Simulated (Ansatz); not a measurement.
# CO2: gradients before and after relaxing the atoms

Start: a Materials Project structure (computed, not necessarily an observed phase), atoms as given.

Space group P4_2/mnm (No. 136); a = 4.2272, c = 4.6878 Å.

```csv
site,Wyckoff,site symmetry,x,y,z
C,2a,m.mm,0.5000,0.5000,0.5000
O,4f,m.2m,0.3048,0.6952,0.5000
```

One atom of each set is listed.

Computed with Ansatz: DFT, r2SCAN, plane waves and PAW, scalar-relativistic, 500 eV cutoff, Γ-centred 8×8×7 k-points, Fermi–Dirac smearing 0.01 eV.

The largest force at the start is 0.72 eV/Å. Relaxing the ions at fixed cell moves them by 0.007 Å at most (atom 3, O) and 0.005 Å rms. End positions:

C (0.5000, 0.5000, 0.5000)
O (0.3060, 0.6940, 0.5000)

| site | moved (Å) | first shell before | first shell after | V_zz before (10²¹ V/m²) | η before |
| --- | --- | --- | --- | --- | --- |
| C | 0.000 | 2 O at 1.17 Å, angle 180° | 2 O at 1.16 Å, angle 180° | -3.53 | 0.04 |
| O | 0.007 | 1 C at 1.17 Å | 1 C at 1.16 Å | 7.75 | 0.05 |

**Question.** How do the gradients change?

**Answer.** 

| site | V_zz after | η after | change of V_zz |
| --- | --- | --- | --- |
| C | -3.56 | 0.04 | -0.03 |
| O | 7.42 | 0.05 | -0.33 |

The largest change of V_zz is on O, from 7.75 to 7.42. In per cent, |V_zz| changes by +1 on C, -4 on O (all sites that start above 0.5).
